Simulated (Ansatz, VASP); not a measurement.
# Al2O3 in two plane-wave programs, part 3 of 3

Wanted: the spread between two codes on one cell, functional and k mesh. Of the first pair: The cell is taken from a series of runs on this material, whose earlier steps may have relaxed, scaled, displaced or heated it; both programs get it as it stands.

VASP 6.6.1 and Ansatz 0.2.0.

So far. Step 6 (VASP: single point, PBEsol, pair 2): The run ends at a pressure of 4.90 GPa, with forces up to 0.0053 eV/Å.

### 8. Ansatz: relaxation, PBEsol

Level of this step: Ansatz beside VASP: Kohn-Sham DFT, plane waves, PBEsol (Ansatz).

This run makes the geometry at which the two programs are then compared. The cell compared in this pair holds 87.06 Å³, against 83.91 Å³ for the pair before.

The structure compared here is the end of the Ansatz relaxation.

Input file input.yaml:

```yaml
crystal:
  lattice:
    - [2.3865529739, 1.3778770019, 4.3377665727]
    - [-2.3865529739, 1.3778770019, 4.3377665727]
    - [0.0, -2.7557540039, 4.3377665727]
  atoms:
    - { symbol: Al, position: [0.3520247839, 0.3520247839, 0.3520247839] }
    - { symbol: Al, position: [0.1479752161, 0.1479752161, 0.1479752161] }
    - { symbol: Al, position: [0.6479752161, 0.6479752161, 0.6479752161] }
    - { symbol: Al, position: [0.8520247839, 0.8520247839, 0.8520247839] }
    - { symbol: O, position: [0.5558703685, 0.9441296315, 0.25] }
    - { symbol: O, position: [0.25, 0.5558703685, 0.9441296315] }
    - { symbol: O, position: [0.9441296315, 0.25, 0.5558703685] }
    - { symbol: O, position: [0.4441296315, 0.0558703685, 0.75] }
    - { symbol: O, position: [0.75, 0.4441296315, 0.0558703685] }
    - { symbol: O, position: [0.0558703685, 0.75, 0.4441296315] }
kpoints:
  mp_grid: { grid: [7, 7, 7] }
scf:
  occupations: { method: fermi_dirac, width: 0.02 }
hamiltonian:
  xc: pbesol
  pseudopotentials: { kind: paw, azcp: { folder: soft_1 }, xc_functional: pbe }
basis:
  ecutwfc: 600
output:
  forces: true
  stress: true
relax:
  f_tol: 0.005
  max_steps: 70
  cell: { stress_tol: 0.02, p_target: -4 }
```

On the command line:

```sh
> ansatz run input.yaml --threads 4 --pin off --max-ram 10240MiB --backend cpu --events-out ev --progress --plain --runs-dir out
```

Numbers of over 12 decimals in the logs are rounded to 6 here.

The log of the run:

```text
[...]
Crystal: 10 atoms, lattice volume = 85.585 Å³
Basis set: ecut = 600 eV, 2861 PW (Γ), exchange–correlation on 90×90×90 points (8 copies of the dense FFT grid, shifted against one another)
Bands: 34, of which v1, the nominal top of the filled ones, is band 24 counted from 1 (23 counted from 0)
Symmetry: 12 space group operations
[...]
k-points: 44 of 343
[...]
- { symbol: Al, position: [0.647947, 0.647947, 0.647947] }
    - { symbol: Al, position: [0.852053, 0.852053, 0.852053] }
    - { symbol: O, position: [0.555652, 0.944348, 0.250000] }
    - { symbol: O, position: [0.250000, 0.555652, 0.944348] }
    - { symbol: O, position: [0.944348, 0.25, 0.555652] }
    - { symbol: O, position: [0.444348, 0.055652, 0.75] }
    - { symbol: O, position: [0.75, 0.444348, 0.055652] }
    - { symbol: O, position: [0.055652, 0.75, 0.444348] }
[key lines of the parts left out:]
SCF converged after 4 iterations
Free energy (F): -5478.898317 eV
Fermi energy:    10.220108 eV
P = ⅓ Tr σ = -4.0020 GPa (-40.020 kbar)
```

### 9. VASP: single point, PBEsol, pair 3

The same cell, functional, mesh and smearing now go to VASP, with its own data sets.

Input file INCAR:

```
SYSTEM = Al2O3
PREC = Accurate
ENCUT = 600
EDIFF = 1E-06
NELM = 120
ISMEAR = -1
SIGMA = 0.02
LREAL = .FALSE.
ALGO = Normal
GGA = PS
NBANDS = 34
LORBIT = 11
LWAVE = .FALSE.
LCHARG = .FALSE.
ISIF = 2
LASPH = .TRUE.
GGA_COMPAT = .FALSE.
EFERMI = MIDGAP
KPAR = 2
```

Input file POSCAR:

```
Al2O3
1.0
    2.3998009593      1.3855257298      4.3641506123
   -2.3998009593      1.3855257298      4.3641506123
    0.0000000000     -2.7710514597      4.3641506123
Al O
4 6
Direct
    0.3520531605      0.3520531605      0.3520531605
    0.1479468395      0.1479468395      0.1479468395
    0.6479468395      0.6479468395      0.6479468395
    0.8520531605      0.8520531605      0.8520531605
    0.5556518140      0.9443481860      0.2500000000
    0.2500000000      0.5556518140      0.9443481860
    0.9443481860      0.2500000000      0.5556518140
    0.4443481860      0.0556518140      0.7500000000
    0.7500000000      0.4443481860      0.0556518140
    0.0556518140      0.7500000000      0.4443481860
```

Input file KPOINTS:

```
Automatic mesh
0
Gamma
7 7 7
0 0 0
```

PAW data sets: Al and O (PBE family, release 64).

On the command line:

```sh
> mpirun -np 2 vasp_std
```

The log of the run:

```text
[... set-up lines as in an earlier step ...]
 entering main loop
       N       E                     dE             d eps       ncg     rms          rms(c)
DAV:   1     0.251060025037E+03    0.25106E+03   -0.27458E+04  2992   0.151E+03
DAV:   2    -0.709965294203E+02   -0.32206E+03   -0.30925E+03  3850   0.304E+02
DAV:   3    -0.857195173399E+02   -0.14723E+02   -0.14660E+02  3862   0.666E+01
DAV:   4    -0.858434405055E+02   -0.12392E+00   -0.12384E+00  3720   0.697E+00
[...]
DAV:  11    -0.786669337643E+02    0.36151E-04   -0.26934E-04  3720   0.925E-02    0.252E-02
DAV:  12    -0.786669352332E+02   -0.14689E-05   -0.13206E-05  3662   0.224E-02    0.653E-03
DAV:  13    -0.786669343371E+02    0.89616E-06   -0.39783E-06  3398   0.110E-02
   1 F= -.78666934E+02 E0= -.78666934E+02  d E =0.000000E+00
```

OUTCAR, selected parts (step 9):

```text
  Total       -2.2564846     -2.2564846     -2.2719981     -0.0000000      0.0000000      0.0000000
  in kB      -41.5242854    -41.5242854    -41.8097672     -0.0000000      0.0000000      0.0000000
  external PRESSURE =     -41.6194460 kB  Pullay stress =       0.0000000 kB

 POSITION                                       TOTAL-FORCE (eV/Angst)
 -----------------------------------------------------------------------------------
      0.00000     -0.00000      4.60924        -0.000000     -0.000000      0.008694
      0.00000     -0.00000      1.93699        -0.000000      0.000000     -0.008694
      0.00000     -0.00000      8.48321        -0.000000      0.000000     -0.008694
      0.00000     -0.00000     11.15546        -0.000000     -0.000000      0.008694
     -0.93279      1.38553      7.63726        -0.000899     -0.000000     -0.000000
     -0.73350     -1.50059      7.63726         0.000449     -0.000778     -0.000000
      1.66630      0.11506      7.63726         0.000449      0.000778     -0.000000
      0.93279     -1.38553      5.45519         0.000899     -0.000000     -0.000000
      0.73350      1.50059      5.45519        -0.000449      0.000778     -0.000000
     -1.66630     -0.11506      5.45519        -0.000449     -0.000778     -0.000000
 -----------------------------------------------------------------------------------
    total drift:                                0.000000     -0.000000     -0.000000

  FREE ENERGIE OF THE ION-ELECTRON SYSTEM (eV)
  ---------------------------------------------------
  free  energy   TOTEN  =       -78.6669343371 eV

  energy  without entropy=      -78.6669343371  energy(sigma->0) =      -78.66693434

[... 1 part as in an earlier step ...]

[... 2 further parts left out ...]
[key lines of the parts left out:]
E-fermi :   8.6743
```

The run ends at a pressure of -4.16 GPa, with forces up to 0.0087 eV/Å.

### 10. Differences

Compared:

| quantity | Ansatz | VASP | difference |
| --- | --- | --- | --- |
| pressure (GPa) | -4.00 | -4.16 | +0.16 |
| gap on the k mesh (eV) | 5.836 | 5.843 | -0.007 |

At this near-relaxed geometry the largest component of a force difference is 5 meV/Å. A gap on the mesh is an upper bound, since the band edges may lie between its points.

### 11. Outcome

| Item | Value |
| --- | --- |
| difference in volume (relaxation of cell and atoms, PBEsol) | 0.059 % |
| difference in gap on the k mesh (single point, PBEsol, pair 2) | -0.0090 eV |
| difference in gap on the k mesh (single point, PBEsol, pair 3) | -0.0069 eV |

**Reading.** The difference in gap on the k mesh is -0.0090 eV (single point, PBEsol, pair 2), within the 0.08 eV picked in this series as the mark of a large difference. 4 further runs of this series are not shown here. How closely two codes agree says nothing of how well the functional describes the real material.

[Lines on the potential files, build, host, timing and source positions are cut from VASP's logs without a mark.]

[Logs are printed without paths, hosts, clocks, repeated set-up lines and the standing remarks that a program may print on its own settings, such as how far it seeks lower states.]

[Hosts, paths, dates, database ids (printed as entryN), source tags and the programs' standing remarks are cut or masked in the printed files.]
